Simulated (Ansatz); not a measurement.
Runs of Ansatz 0.2.0 on Co. Symmetry: P6_3/mmc, No. 194, hexagonal system. The conventional cell has a = 2.472 Å, b = 2.472 Å, c = 4.021 Å, α = 90.00°, β = 90.00°, γ = 120.00°. Co (site symmetry -6m2) is surrounded by 12 Co at 2.47 Å. 

| task | level | potentials or basis | spin | cutoff (eV) | smearing | other functionals evaluated on the density | basis error allowed | pressure (GPa) | moment (μB) | V0 of scaled cells (Å³/atom) | B0 (GPa) |
| --- | --- | --- | --- | --- | --- | --- | --- | --- | --- | --- | --- |
| equation of state | PBE | all-electron LAPW, scalar-relativistic | collinear, ferromagnetic start | - | fermi-dirac 0.05 eV | - | 0.0005 eV/atom | - | - | 10.87 | 208 |
| band structure | LDA | all-electron LAPW, scalar-relativistic | collinear, ferromagnetic start | 315 | fermi-dirac 0.05 eV | - | 0.001 eV/atom | (b) | 3.09 | - | - |
| single point | PBE+D4 | all-electron LAPW, point nuclei | collinear, antiferromagnetic start | 315 | fermi-dirac 0.05 eV | BLYP, PBEsol, PBE | 0.001 eV/atom | (c) | 3.21 | - | - |
| equation of state | PBEsol | all-electron LAPW, scalar-relativistic | collinear, ferromagnetic start | - | fermi-dirac 0.05 eV | - | 0.0005 eV/atom | - | - | 10.36 | 234 |
| band structure | PBEsol | all-electron LAPW, scalar-relativistic | collinear, ferromagnetic start | 315 | fermi-dirac 0.05 eV | - | 0.001 eV/atom | -5.8 | 3.20 | - | - |
| projected density of states | SVWN5 | all-electron LAPW, scalar-relativistic | collinear, antiferromagnetic start | 339 | fermi-dirac 0.025 eV | - | 0.0005 eV/atom | (a) | 3.09 | - | - |
| band structure | PBE | all-electron LAPW, scalar-relativistic | collinear, ferromagnetic start | 315 | fermi-dirac 0.05 eV | - | 0.001 eV/atom | 4.6 | 3.21 | - | - |
| equation of state | PBEsol | all-electron LAPW, scalar-relativistic | collinear, ferromagnetic start | - | fermi-dirac 0.05 eV | - | 0.001 eV/atom | - | - | 10.36 | 234 |

Alike in all rows: cell as given; k mesh 12 × 12 × 7.

Question: Estimate the missing entries.

Answer: (a) -15.0; (b) -14.8; (c) -1.5.

Caveats: the cell was scaled at fixed shape and fractional positions, which overstates the stiffness of a crystal with free parameters, most of all of layers and chains (some runs); pairwise dispersion overbinds metals, which lowers pressure and volume (some runs).

Not every run made on this cell is shown here.
